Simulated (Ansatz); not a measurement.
# AlNi3 (Pm-3m) in Ansatz: a series of runs

The runs below take AlNi3 through relaxation of cell and atoms, with PBEsol.

All numbers are computed with Ansatz 0.2.0; they aren't measurements. Logs are shortened: lines on timing, memory, paths and dates and some standing lists are left out, and cuts for length are marked.

## (1) The crystal as given

Symmetry: Pm-3m, No. 221, cubic system. Conventional cell: a = 3.523 Å, b = 3.523 Å, c = 3.523 Å, α = 90.00°, β = 90.00°, γ = 90.00°. Ni (site symmetry 4/mmm) has 8 Ni at 2.49 Å and 4 Al at 2.49 Å as nearest neighbours. Al (site symmetry m-3m) is surrounded by 12 Ni at 2.49 Å.

The cell is a database's computed one.

## (2) Relaxation of cell and atoms, PBEsol, collinear spin, ferromagnetic start, target pressure 10 GPa, at which the enthalpy is minimised

The input, input.yaml:

```yaml
crystal:
  lattice:
    - [3.5230547267, 0.0, 0.0]
    - [0.0, 3.5230547267, 0.0]
    - [0.0, 0.0, 3.5230547267]
  atoms:
    - { symbol: Ni, position: [0.5, 0.5, 0.0], spin: 1.0 }
    - { symbol: Ni, position: [0.5, 0.0, 0.5], spin: 1.0 }
    - { symbol: Ni, position: [0.0, 0.5, 0.5], spin: 1.0 }
    - { symbol: Al, position: [0.0, 0.0, 0.0] }
kpoints:
  mp_grid: { grid: [8, 8, 8] }
scf:
  occupations: { method: fermi_dirac, width: 0.05 }
hamiltonian:
  xc: pbesol
  pseudopotentials: { kind: all_electron, lapw: { basis_error: 0.002 } }
magnetization:
  spin_polarized: true
output:
  forces: true
  stress: true
relax:
  f_tol: 0.01
  max_steps: 60
  cell: { p_target: 10 }
```

Potentials or basis: all-electron LAPW, scalar-relativistic.

The run is started by

```console
ansatz run input.yaml --threads 4 --pin off --max-ram 12288MiB --backend cpu --events-out ev --progress --plain --runs-dir out
```

The program printed:

```text
Warning: RAYON_NUM_THREADS=4 ignored (pool sized by the plan → 4); use --threads N
The last accepted step is kept in <dir> (removed where the run ends without a failure and the disk answers)
LAPW: plane waves up to 8.988 Å⁻¹, error target 2.0e-3 eV per atom; small_component_spin mean_spin; Al in spheres of 1.208 Å, 11 of its electrons in bands, Dirac shells []; Ni in spheres of 1.208 Å, 18 of its electrons in bands, Dirac shells [] (how accurate: hamiltonian.pseudopotentials.lapw.basis_error, Limitations)
Engine: ansatz 0.2.0, aarch64-unknown-linux-gnu
Pseudopotentials: kind: all_electron
Pseudopotential: Ni, LAPW, valence charge 18, lapw/all_electron/scalar/gaussian/Ni, Koelling and Harmon's equation, gaussian nucleus
Pseudopotential: Al, LAPW, valence charge 11, lapw/all_electron/scalar/gaussian/Al, Koelling and Harmon's equation, gaussian nucleus
Functional definition: PBEsol
  exchange = pbesol_x
  correlation = pbesol_c
Crystal: 4 atoms, lattice volume = 43.728 Å³
Basis set: ecut = 307.7939854697838 eV, 515 PW (Γ), exchange–correlation at level 2
Bands: 41, of which v1, the nominal top of the filled ones, is band 33 counted from 1 (32 counted from 0)
Symmetry: 48 space group operations
Space group: Pm-3m (ITA 221), of the structure as read, at distance tolerance 3.5e-5 Å
Magnetic group: BNS 221.92 (UNI 1594), of the structure as read, at distance tolerance 3.5e-5 Å
k-points: 35 of 512
Non-local potential: Ni, projectors of the file, none
Non-local potential: Al, projectors of the file, none
Initial density: superposition of atomic densities (chi_scale 0.1, normalization cell)
Starting moments: Σ|m| = 3 μB on 3 of 4 sites
Initial wavefunctions: plane waves of lowest kinetic energy (no species holds an atomic orbital)
Functional: x = pbesol(κ = 0.804, μ = 0.12345679012345678), c = pbesol(β = 0.046)
iter 1 solved again at ethr=7.53e-4 eV; its pass at ethr=1.00e-1 eV (dr2=4.90e-1 eV) is discarded
SCF iter   1: F=—  HF=-130640.420470 eV  |F-HF|=—  |Δ(HF+E_count)|=         —  Δρ=3.04e-2 (↑2.16e-2 ↓3.04e-2)  dr2=4.89e-1  dr2_m=2.21e-1  M=1.273 μB ∫|m|=1.729 μB  β_m=0.30  ethr=7.53e-4  ⟨swp⟩=2.1  Hψ=20734  notcnv=0
Mixer restart at iter 1: flushing history
preconditioner: auto → Kerker (q_TF=auto, 2.915 Å⁻¹)  [metal: Δε(μ)=0.018 eV  Ē_g=9.469 eV  σ=0.050 eV  W_gap=0.09  n_scr=18 (ndim 8)  ℏωp=32.3 eV  f_vac=0.000  D(μ)=3.25/eV (n_scr^D=32)]
spin=Collinear: Kerker preconditioning applied to the charge; magnetization (m = ρ↑ − ρ↓) channel mixes plain (no charge-response kernel on spin).
SCF iter   2: F=—  HF=-130640.530651 eV  |F-HF|=—  |Δ(HF+E_count)|=   1.10e-1  Δρ=2.30e-2 (↑1.72e-2 ↓2.30e-2)  dr2=2.67e-1  dr2_m=1.34e-1  M=1.157 μB ∫|m|=1.610 μB  β_m=0.65  ethr=7.53e-4  ⟨swp⟩=2.0  Hψ=8534  notcnv=0
SCF iter   3: F=—  HF=-130641.164508 eV  |F-HF|=—  |Δ(HF+E_count)|=         —  Δρ=1.60e-2 (↑6.09e-3 ↓1.60e-2)  dr2=2.67e-1  dr2_m=1.89e-2  M=0.637 μB ∫|m|=0.896 μB  β_m=0.65  ethr=4.11e-4  ⟨swp⟩=2.7  Hψ=8689  notcnv=0
Mixer restart at iter 3: flushing history
SCF iter   4: F=—  HF=-130641.744454 eV  |F-HF|=—  |Δ(HF+E_count)|=   5.80e-1  Δρ=1.34e-2 (↑1.34e-2 ↓1.21e-2)  dr2=2.35e-1  dr2_m=1.94e-4  M=0.757 μB ∫|m|=0.993 μB  β_m=0.41  ethr=4.11e-4  ⟨swp⟩=3.0  Hψ=10050  notcnv=0  recentre
SCF iter   5: F=—  HF=-130640.757768 eV  |F-HF|=—  |Δ(HF+E_count)|=   9.87e-1  Δρ=5.48e-3 (↑2.14e-3 ↓5.48e-3)  dr2=3.62e-2  dr2_m=3.03e-3  M=0.696 μB ∫|m|=0.921 μB  β_m=0.61  ethr=3.61e-4  ⟨swp⟩=3.0  Hψ=9334  notcnv=0
SCF iter   6: F=—  HF=-130640.740343 eV  |F-HF|=—  |Δ(HF+E_count)|=         —  Δρ=1.51e-3 (↑8.93e-4 ↓1.51e-3)  dr2=4.17e-3  dr2_m=2.04e-4  M=0.683 μB ∫|m|=0.858 μB  β_m=0.75  ethr=5.57e-5  ⟨swp⟩=2.0  Hψ=8279  notcnv=0
the basis was enlarged: its passes take 656.3 KiB over the memory plan, 4 of 4 planned eigensolver slots
iter 7 solved again at ethr=1.41e-7 eV; its pass at ethr=6.41e-6 eV (dr2=9.16e-5 eV) is discarded
SCF iter   7: F=—  HF=-130640.739410 eV  |F-HF|=—  |Δ(HF+E_count)|=   9.33e-4  Δρ=2.23e-4 (↑2.23e-4 ↓1.82e-4)  dr2=9.13e-5  dr2_m=5.24e-6  M=0.665 μB ∫|m|=0.812 μB  β_m=0.87  ethr=1.41e-7  ⟨swp⟩=2.0  Hψ=13828  notcnv=0
SCF iter   8: F=—  HF=-130640.739427 eV  |F-HF|=—  |Δ(HF+E_count)|=   1.74e-5  Δρ=1.20e-4 (↑1.06e-4 ↓1.20e-4)  dr2=1.86e-6  dr2_m=4.72e-6  M=0.664 μB ∫|m|=0.812 μB  β_m=0.90  ethr=1.40e-7  ⟨swp⟩=2.0  Hψ=7998  notcnv=0
SCF iter   9: F=—  HF=-130640.739427 eV  |F-HF|=—  |Δ(HF+E_count)|=   4.37e-7  Δρ=5.50e-5 (↑5.50e-5 ↓5.19e-5)  dr2=2.83e-7  dr2_m=1.11e-6  M=0.666 μB ∫|m|=0.815 μB  β_m=0.95  ethr=2.86e-9  ⟨swp⟩=2.5  Hψ=8155  notcnv=0
SCF iter  10: F=—  HF=-130640.739427 eV  |F-HF|=—  |Δ(HF+E_count)|=   2.52e-7  Δρ=5.42e-6 (↑5.42e-6 ↓4.35e-6)  dr2=2.32e-8  dr2_m=4.49e-9  M=0.668 μB ∫|m|=0.818 μB  β_m=0.89  ethr=4.36e-10  ⟨swp⟩=3.0  Hψ=8520  notcnv=0
SCF iter  11: F=—  HF=-130640.739427 eV  |F-HF|=—  |Δ(HF+E_count)|=   2.50e-8  Δρ=1.56e-6 (↑1.29e-6 ↓1.56e-6)  dr2=2.12e-9  dr2_m=1.20e-10  M=0.668 μB ∫|m|=0.818 μB  β_m=0.83  ethr=3.57e-11  ⟨swp⟩=2.0  Hψ=8002  notcnv=0
[... 42 lines left out ...]
preconditioner: auto → none  [metal: Δε(μ)=0.011 eV  Ē_g=9.612 eV  σ=0.050 eV  W_gap=0.05  n_scr=6 (ndim 8)  ℏωp=33.0 eV  f_vac=0.000  D(μ)=3.75/eV (n_scr^D=32)]
SCF iter   2: F=—  HF=-130640.683028 eV  |F-HF|=—  |Δ(HF+E_count)|=   5.10e-6  Δρ=2.08e-5 (↑1.09e-5 ↓2.08e-5)  dr2=1.01e-7  dr2_m=8.59e-8  M=0.607 μB ∫|m|=0.740 μB  β_m=0.48  ethr=3.44e-10  ⟨swp⟩=3.0  Hψ=9190  notcnv=0
SCF iter   3: F=—  HF=-130640.683026 eV  |F-HF|=—  |Δ(HF+E_count)|=   2.33e-6  Δρ=1.72e-5 (↑1.72e-5 ↓9.28e-6)  dr2=5.79e-8  dr2_m=5.99e-8  M=0.607 μB ∫|m|=0.740 μB  β_m=0.51  ethr=1.55e-10  ⟨swp⟩=3.0  Hψ=9182  notcnv=0
iter 4 solved again at ethr=5.07e-12 eV; its pass at ethr=8.91e-11 eV (dr2=3.30e-9 eV) is discarded
SCF iter   4: F=—  HF=-130640.683027 eV  |F-HF|=—  |Δ(HF+E_count)|=   9.20e-7  Δρ=1.94e-6 (↑1.94e-6 ↓1.12e-6)  dr2=3.30e-9  dr2_m=1.73e-10  M=0.607 μB ∫|m|=0.740 μB  β_m=0.76  ethr=5.07e-12  ⟨swp⟩=2.0  Hψ=14996  notcnv=0
SCF iter   5: F=—  HF=-130640.683027 eV  |F-HF|=—  |Δ(HF+E_count)|=   7.14e-8  Δρ=7.76e-7 (↑7.76e-7 ↓4.13e-7)  dr2=4.32e-10  dr2_m=1.72e-11  M=0.607 μB ∫|m|=0.740 μB  β_m=0.88  ethr=5.07e-12  ⟨swp⟩=3.0  Hψ=9175  notcnv=0
SCF iter   6: F=-130640.683027 eV  HF=-130640.683027 eV  |F-HF|=8.76e-9  |Δ(HF+E_count)|=   1.36e-8  Δρ=9.60e-7 (↑7.21e-7 ↓9.60e-7)  dr2=1.56e-9  dr2_m=1.61e-11  M=0.607 μB ∫|m|=0.740 μB  ethr=2.48e-12 (applied; sched 1.00e-12)  ⟨swp⟩=3.0  Hψ=8918  notcnv=0
SCF 4 converged in 6 iterations: F = -130640.683027 eV  dr2 = 1.56e-9
relax step   4: F+E_penalty+E_count = -130640.68302668 eV  Δ(F+E_penalty+E_count) = -4.737e-3 eV  max|allowed force component| = 2.691e-31 eV/Å  Δτ_max = 0.0000 Å  P = +9.986 GPa  Ω = 41.679 Å³  (6 SCF iters, accepted)
iter 1 solved again at ethr=2.77e-12 eV; its pass at ethr=1.00e-1 eV (dr2=1.80e-9 eV) is discarded
SCF iter   1: F=—  HF=-130640.683029 eV  |F-HF|=—  |Δ(HF+E_count)|=         —  Δρ=2.49e-7 (↑1.64e-7 ↓2.49e-7)  dr2=9.06e-11  dr2_m=3.84e-12  M=0.608 μB ∫|m|=0.740 μB  β_m=0.65  ethr=3.24e-12 (applied; sched 2.77e-12)  ⟨swp⟩=5.0  Hψ=15196  notcnv=0  trunc=1  reapply=5
preconditioner: auto → none  [metal: Δε(μ)=0.011 eV  Ē_g=9.613 eV  σ=0.050 eV  W_gap=0.05  n_scr=6 (ndim 8)  ℏωp=33.0 eV  f_vac=0.000  D(μ)=3.75/eV (n_scr^D=32)]
SCF iter   2: F=—  HF=-130640.683029 eV  |F-HF|=—  |Δ(HF+E_count)|=   7.45e-9  Δρ=1.26e-7 (↑1.26e-7 ↓9.96e-8)  dr2=4.80e-12  dr2_m=4.48e-12  M=0.607 μB ∫|m|=0.740 μB  β_m=0.40  ethr=2.20e-12 (applied; sched 1.00e-12)  ⟨swp⟩=2.1  Hψ=8002  notcnv=0
SCF iter   3: F=-130640.683029 eV  HF=-130640.683029 eV  |F-HF|=1.22e-9  |Δ(HF+E_count)|=  5.38e-10  Δρ=4.82e-7 (↑3.28e-7 ↓4.82e-7)  dr2=3.23e-10  dr2_m=5.93e-12  M=0.607 μB ∫|m|=0.740 μB  ethr=2.20e-12 (applied; sched 1.00e-12)  ⟨swp⟩=2.0  Hψ=7996  notcnv=0
SCF 5 converged in 3 iterations: F = -130640.683029 eV  dr2 = 3.23e-10
relax step   5: F+E_penalty+E_count = -130640.68302884 eV  Δ(F+E_penalty+E_count) = -2.155e-6 eV  max|allowed force component| = 2.136e-31 eV/Å  Δτ_max = 0.0000 Å  P = +9.986 GPa  Ω = 41.679 Å³  stress off target by 1.43e-2 GPa  SCF on the basis re-selected at this cell (its energy is not comparable with the rows above)  (3 SCF iters)
basis re-selected at this cell: Δ(F+E_penalty+E_count) = -2.155e-6 eV, ΔP = -0.000 GPa vs the last step (what re-selecting the basis moved, after the strain that the cell walked since its last selection, with what the two solves' SCF thresholds leave and, on support functions, any second-order correction that the steps lacked; it is no measure of the basis error at this ecutwfc). This SCF's stress stands 1.43e-2 GPa from its target on what of the cell is left free (relax.cell.stress_tol is 5.00e-2 GPa) and its largest allowed force component is 2.14e-31 eV/Å (relax.f_tol is 1.00e-2 eV/Å): within both
SCF converged after 3 iterations
Magnetization: 0.6075 μB (32.8037 up, 32.1963 down)
Absolute magnetization: 0.7404 μB (∫|ρ↑−ρ↓|)
Spin contamination: 0.0096 ħ² per cell (⟨S²⟩ above its minimum at these occupations)
Per-site moments (μB) at R_I (Å): [(0.22007250285434843, 1.1890516748395186), (0.22007250285434843, 1.1890516748395186), (0.22007250285434843, 1.1890516748395186), (-0.01625205811523589, 1.1890516748395186)]
Free energy (F): -130640.683029 eV
Harris-Foulkes:  -130640.683029 eV  (|F-HF|=1.22e-9)
Internal energy: -130640.652321 eV  (E = F + TS)
E sigma→0 (E₀):  -130640.667675 eV
Entropy (-TS):   -0.030708 eV (-7.677 meV/atom)
Fermi energy:    18.132309 eV
--- Per-component energies (eV) ---
  E_band       = -1246.950910
  E_kinetic    = 132632.866379
  E_xc         = -5584.882682
  E_electrostatic = -257688.636018  (all electrons and nuclei)
  E_smearing   = -0.030708  (= −TS)
  E_closure    = 0.000000  (closes the sum)
  E_atoms      = -130611.525176  (free atoms, spherical and without spin; not in F)
  Σ components = -130640.683029   (vs F -130640.683029, Δ=0.00e0)
  Basis errors (estimates in eV, not in F): energy 4.2e-4 per atom: plane waves 3.4e-4 (1.9e-4 summed), levels above the bands 8.1e-93, relativity 2.1e-8, radial functions 7.6e-5, core shells 1.0e-9; eigenvalues (radial functions only) 1.6e-6; not estimated: angular momenta, meshes, grids; target (lapw.basis_error) 2.0e-3; muffin-tin radii Al 1.189 Å, Ni 1.189 Å
--- Forces (eV/Å), atoms counted from 1 ---
  atom   1  Ni     0.00000000     0.00000000    -0.00000000
  atom   2  Ni    -0.00000000    -0.00000000     0.00000000
  atom   3  Ni    -0.00000000    -0.00000000     0.00000000
  atom   4  Al     0.00000000    -0.00000000     0.00000000
  max |Σ_I F_I| component: 3.29e-31 eV/Å
--- Stress (GPa, compression-positive) ---
        9.985697      -0.000000      -0.000000
       -0.000000       9.985697       0.000000
       -0.000000       0.000000       9.985697
  P = ⅓ Tr σ = 9.9857 GPa (99.857 kbar)
--- Relaxed structure (4 steps of the walk, 4 accepted, 1 SCFs on fresh bases) ---
  F+E_penalty+E_count = -130640.68302884 eV   max|allowed force component| = 2.136e-31 eV/Å   (the final SCF, on the basis selected at the relaxed cell)
  cell:  # Å, volume = 41.6795 Å³
    - [3.4671608865523496, -7.202175521198101e-34, -9.62964972193618e-35]
    - [-7.202175521198101e-34, 3.4671608865523496, 0.0]
    - [1.2839532962581572e-34, 0.0, 3.4671608865523496]
  atoms:
    - { symbol: Ni, position: [0.5, 0.5, 7.118031016522326e-38] }
    - { symbol: Ni, position: [0.5, 1.779507754139856e-37, 0.5] }
    - { symbol: Ni, position: [-1.2812455829726717e-36, 0.5, 0.5] }
    - { symbol: Al, position: [9.96524342314495e-37, -6.7621294657472056e-37, -2.1354093049605993e-37] }
```

Wall time 60 s (4 threads of Arm Neoverse V1, shared host); peak memory 0.7 GiB.

What came out:

* Free energy: -130640.6830 eV
* Relaxed volume: 10.42 Å³/atom
* Relaxed cell: a = 3.467 Å, b = 3.467 Å, c = 3.467 Å, α = 90.00°, β = 90.00°, γ = 90.00°
* Space group after relaxing (to 0.05 Å): Pm-3m (No. 221)
* Energy change on relaxing (the enthalpy is what falls): +14.1 meV/atom
* Ionic steps: 5
* Pressure after relaxing: 10.0 GPa
* Net moment: 0.61 μB per cell
* Absolute moment: 0.74 μB per cell
* Site moments: Ni +0.22; Al -0.02 μB

The path:
| step | energy change (eV) | largest force (eV/Å) | volume (Å³) |
| --- | --- | --- | --- |
| 1 | 0.0000 | 0.0000 | 43.73 |
| 2 | 0.0162 | 0.0000 | 42.53 |
| 3 | 0.0611 | 0.0000 | 41.61 |
| 4 | 0.0564 | 0.0000 | 41.68 |
| 5 | 0.0564 | 0.0000 | 41.68 |

Final structure:
```yaml
crystal:
  lattice:
    - [3.46716, 0.00000, 0.00000]
    - [0.00000, 3.46716, 0.00000]
    - [0.00000, 0.00000, 3.46716]
  atoms:
    - { symbol: Ni, position: [0.50000, 0.50000, 0.00000] }
    - { symbol: Ni, position: [0.50000, 0.00000, 0.50000] }
    - { symbol: Ni, position: [0.00000, 0.50000, 0.50000] }
    - { symbol: Al, position: [0.00000, 0.00000, 0.00000] }
```

## (3) Relaxation of cell and atoms, PBEsol, collinear spin, ferromagnetic start, target pressure 20 GPa, at which the enthalpy is minimised

Edit input.yaml of step 2 so:

```diff
@@ -25,2 +25,2 @@
   max_steps: 60
-  cell: { p_target: 10 }
+  cell: { p_target: 20 }
```

Potentials or basis: all-electron LAPW, scalar-relativistic.

The run is started by

```console
ansatz run input.yaml --threads 4 --pin off --max-ram 12288MiB --backend cpu --events-out ev --progress --plain --runs-dir out
```

The program printed:

```text
Warning: RAYON_NUM_THREADS=4 ignored (pool sized by the plan → 4); use --threads N
[... 1 set-up line as earlier in the session ...]
LAPW: plane waves up to 8.988 Å⁻¹, error target 2.0e-3 eV per atom; small_component_spin mean_spin; Al in spheres of 1.208 Å, 11 of its electrons in bands, Dirac shells []; Ni in spheres of 1.208 Å, 18 of its electrons in bands, Dirac shells [] (how accurate: hamiltonian.pseudopotentials.lapw.basis_error, Limitations)
[... 7 set-up lines as earlier in the session ...]
Crystal: 4 atoms, lattice volume = 43.728 Å³
Basis set: ecut = 307.7939854697838 eV, 515 PW (Γ), exchange–correlation at level 2
Bands: 41, of which v1, the nominal top of the filled ones, is band 33 counted from 1 (32 counted from 0)
[... 2 set-up lines as earlier in the session ...]
Magnetic group: BNS 221.92 (UNI 1594), of the structure as read, at distance tolerance 3.5e-5 Å
k-points: 35 of 512
[... 3 set-up lines as earlier in the session ...]
Starting moments: Σ|m| = 3 μB on 3 of 4 sites
[... 2 set-up lines as earlier in the session ...]
iter 1 solved again at ethr=7.53e-4 eV; its pass at ethr=1.00e-1 eV (dr2=4.90e-1 eV) is discarded
SCF iter   1: F=—  HF=-130640.420470 eV  |F-HF|=—  |Δ(HF+E_count)|=         —  Δρ=3.04e-2 (↑2.16e-2 ↓3.04e-2)  dr2=4.89e-1  dr2_m=2.21e-1  M=1.273 μB ∫|m|=1.729 μB  β_m=0.30  ethr=7.53e-4  ⟨swp⟩=2.1  Hψ=20734  notcnv=0
Mixer restart at iter 1: flushing history
preconditioner: auto → Kerker (q_TF=auto, 2.915 Å⁻¹)  [metal: Δε(μ)=0.018 eV  Ē_g=9.469 eV  σ=0.050 eV  W_gap=0.09  n_scr=18 (ndim 8)  ℏωp=32.3 eV  f_vac=0.000  D(μ)=3.25/eV (n_scr^D=32)]
spin=Collinear: Kerker preconditioning applied to the charge; magnetization (m = ρ↑ − ρ↓) channel mixes plain (no charge-response kernel on spin).
SCF iter   2: F=—  HF=-130640.530651 eV  |F-HF|=—  |Δ(HF+E_count)|=   1.10e-1  Δρ=2.30e-2 (↑1.72e-2 ↓2.30e-2)  dr2=2.67e-1  dr2_m=1.34e-1  M=1.157 μB ∫|m|=1.610 μB  β_m=0.65  ethr=7.53e-4  ⟨swp⟩=2.0  Hψ=8534  notcnv=0
[... 77 lines left out ...]
SCF 6 converged in 3 iterations: F = -130640.541504 eV  dr2 = 4.14e-10
relax step   6: F+E_penalty+E_count = -130640.54150364 eV  Δ(F+E_penalty+E_count) = -1.044e-6 eV  max|allowed force component| = 3.061e-31 eV/Å  Δτ_max = 0.0000 Å  P = +20.000 GPa  Ω = 40.150 Å³  stress off target by 4.59e-4 GPa  SCF on the basis re-selected at this cell (its energy is not comparable with the rows above)  (3 SCF iters)
basis re-selected at this cell: Δ(F+E_penalty+E_count) = -1.044e-6 eV, ΔP = +0.000 GPa vs the last step (what re-selecting the basis moved, after the strain that the cell walked since its last selection, with what the two solves' SCF thresholds leave and, on support functions, any second-order correction that the steps lacked; it is no measure of the basis error at this ecutwfc). This SCF's stress stands 4.59e-4 GPa from its target on what of the cell is left free (relax.cell.stress_tol is 5.00e-2 GPa) and its largest allowed force component is 3.06e-31 eV/Å (relax.f_tol is 1.00e-2 eV/Å): within both
SCF converged after 3 iterations
Magnetization: 0.5476 μB (32.7738 up, 32.2262 down)
Absolute magnetization: 0.6656 μB (∫|ρ↑−ρ↓|)
Spin contamination: 0.0082 ħ² per cell (⟨S²⟩ above its minimum at these occupations)
Per-site moments (μB) at R_I (Å): [(0.19825145780424336, 1.1743289283282479), (0.19825145780424336, 1.1743289283282479), (0.19825145780424336, 1.1743289283282479), (-0.014530785228888732, 1.1743289283282479)]
Free energy (F): -130640.541504 eV
Harris-Foulkes:  -130640.541504 eV  (|F-HF|=2.18e-9)
Internal energy: -130640.510761 eV  (E = F + TS)
E sigma→0 (E₀):  -130640.526132 eV
Entropy (-TS):   -0.030742 eV (-7.686 meV/atom)
Fermi energy:    18.969933 eV
--- Per-component energies (eV) ---
  E_band       = -1197.172411
  E_kinetic    = 132639.883076
  E_xc         = -5586.530186
  E_electrostatic = -257693.863651  (all electrons and nuclei)
  E_smearing   = -0.030742  (= −TS)
  E_closure    = 0.000000  (closes the sum)
  E_atoms      = -130611.525176  (free atoms, spherical and without spin; not in F)
  Σ components = -130640.541504   (vs F -130640.541504, Δ=0.00e0)
  Basis errors (estimates in eV, not in F): energy 4.3e-4 per atom: plane waves 3.6e-4 (1.9e-4 summed), levels above the bands 2.2e-95, relativity 1.9e-8, radial functions 7.2e-5, core shells 1.4e-9; eigenvalues (radial functions only) 1.6e-6; not estimated: angular momenta, meshes, grids; target (lapw.basis_error) 2.0e-3; muffin-tin radii Al 1.174 Å, Ni 1.174 Å
--- Forces (eV/Å), atoms counted from 1 ---
  atom   1  Ni    -0.00000000     0.00000000    -0.00000000
  atom   2  Ni    -0.00000000     0.00000000     0.00000000
  atom   3  Ni    -0.00000000     0.00000000    -0.00000000
  atom   4  Al     0.00000000     0.00000000    -0.00000000
  max |Σ_I F_I| component: 7.48e-31 eV/Å
--- Stress (GPa, compression-positive) ---
       19.999541      -0.000000       0.000000
       -0.000000      19.999541       0.000000
        0.000000       0.000000      19.999541
  P = ⅓ Tr σ = 19.9995 GPa (199.995 kbar)
--- Relaxed structure (5 steps of the walk, 5 accepted, 1 SCFs on fresh bases) ---
  F+E_penalty+E_count = -130640.54150364 eV   max|allowed force component| = 3.061e-31 eV/Å   (the final SCF, on the basis selected at the relaxed cell)
  cell:  # Å, volume = 40.1503 Å³
    - [3.4242307667546608, -8.987673073807101e-34, 3.2098832406453876e-35]
    - [-5.135813185032629e-34, 3.4242307667546608, -9.62964972193618e-35]
    - [-3.209883240645396e-35, -9.62964972193618e-35, 3.4242307667546608]
  atoms:
    - { symbol: Ni, position: [0.5, 0.5, 7.118031016519346e-37] }
    - { symbol: Ni, position: [0.5, 1.2812455829753578e-36, 0.5] }
    - { symbol: Ni, position: [-9.680522182466638e-36, 0.5, 0.5] }
    - { symbol: Al, position: [1.7083274439668898e-36, -4.1284579895803674e-36, 1.4236062033043552e-37] }
```

Wall time 67 s (4 threads of Arm Neoverse V1, shared host); peak memory 0.7 GiB.

What came out:

```yaml
Free_energy: -130640.5415 eV
Relaxed_volume: 10.04 Å³/atom
Relaxed_cell: a = 3.424 Å, b = 3.424 Å, c = 3.424 Å, α = 90.00°, β = 90.00°, γ = 90.00°
Space_group_after_relaxing_to_0.05_Å: Pm-3m (No. 221)
Energy_change_on_relaxing_the_enthalpy_is_what_falls: +49.5 meV/atom
Ionic_steps: 6
Pressure_after_relaxing: 20.0 GPa
Net_moment: 0.55 μB per cell
Absolute_moment: 0.67 μB per cell
Site_moments: Ni +0.20; Al -0.01 μB
```

Step by step:
```
step  energy change (eV)  largest force (eV/Å)  volume (Å³)
   1              0.0000                0.0000        43.73
   2              0.0728                0.0000        41.43
   3              0.2221                0.0000        39.96
   4              0.1967                0.0000        40.16
   5              0.1979                0.0000        40.15
   6              0.1979                0.0000        40.15
```

Final structure:
```
CELL_PARAMETERS angstrom
3.42423 0.00000 0.00000
0.00000 3.42423 0.00000
0.00000 0.00000 3.42423
ATOMIC_POSITIONS crystal
Ni 0.50000 0.50000 0.00000
Ni 0.50000 0.00000 0.50000
Ni 0.00000 0.50000 0.50000
Al 0.00000 0.00000 0.00000
```
